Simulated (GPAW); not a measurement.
CdO2:

```
CELL_PARAMETERS angstrom
3.47623 0.00000 0.00000
-1.73811 3.01050 0.00000
0.00000 0.00000 4.14808
ATOMIC_POSITIONS crystal
Cd 0.00000 0.00000 0.00000
O 0.33333 0.66667 0.24422
O 0.66667 0.33333 0.75578
```

The cell comes from a database or a generator and needn't be the stable form of this composition.

```yaml
Program: GPAW 26.7.0
Task: relaxation of cell and atoms
Functional: PBEsol
Potentials_or_basis: PAW data sets generated in the run's folder for this functional
Cutoff: 800 eV
Basis: pw
k_mesh: 6 × 6 × 4
Occupations: fermi-dirac, width 0.05 eV
Spin: no spin polarisation
```

At the start: pressure -11.1 GPa; volume 14.47 Å³/atom.

Question: How do energy, volume and symmetry change on relaxing?

Answer: Over 14 steps the energy falls by 109.0 meV/atom and the volume is 11.63 Å³/atom (-19.6 %); space group P-3m1 (No. 164, to 0.05 Å).

The path:
```tsv
step	energy change (eV)	largest force (eV/Å)	pressure (GPa)	volume (Å³)
1	0.0000	0.3301	-11.14	43.41
2	-0.0439	0.2449	-10.04	42.79
3	-0.1715	0.4878	1.39	38.48
4	-0.1806	0.3352	-1.24	39.14
5	-0.1860	0.3118	-1.61	39.12
6	-0.2594	0.4585	-6.21	37.00
7	-0.2844	0.1348	-3.78	36.89
8	-0.3013	0.0528	-0.67	35.75
9	-0.3038	0.0776	0.45	35.24
10	-0.3061	0.0757	0.81	35.08
11	-0.3183	0.0507	1.81	34.53
12	-0.3249	0.0158	1.28	34.55
13	-0.3269	0.0018	0.30	34.81
14	-0.3271	0.0012	0.04	34.89
```

Final structure:
```cif
data_structure
_symmetry_space_group_name_H-M 'P 1'
_symmetry_Int_Tables_number 1
_cell_length_a 3.3453
_cell_length_b 3.3453
_cell_length_c 3.6004
_cell_angle_alpha 90.000
_cell_angle_beta 90.000
_cell_angle_gamma 120.000
_cell_volume 34.89
loop_
_atom_site_label
_atom_site_type_symbol
_atom_site_fract_x
_atom_site_fract_y
_atom_site_fract_z
_atom_site_occupancy
Cd1 Cd 0.00000 0.00000 0.00000 1
O1 O 0.33333 0.66667 0.28172 1
O2 O 0.66667 0.33333 0.71828 1
```

Caveat: the k mesh is coarse (spacing up to 0.38 Å⁻¹), so the values aren't converged; later steps reuse the first step's grids; the volume moved by over 15 % at a fixed basis, so the end points are rough.
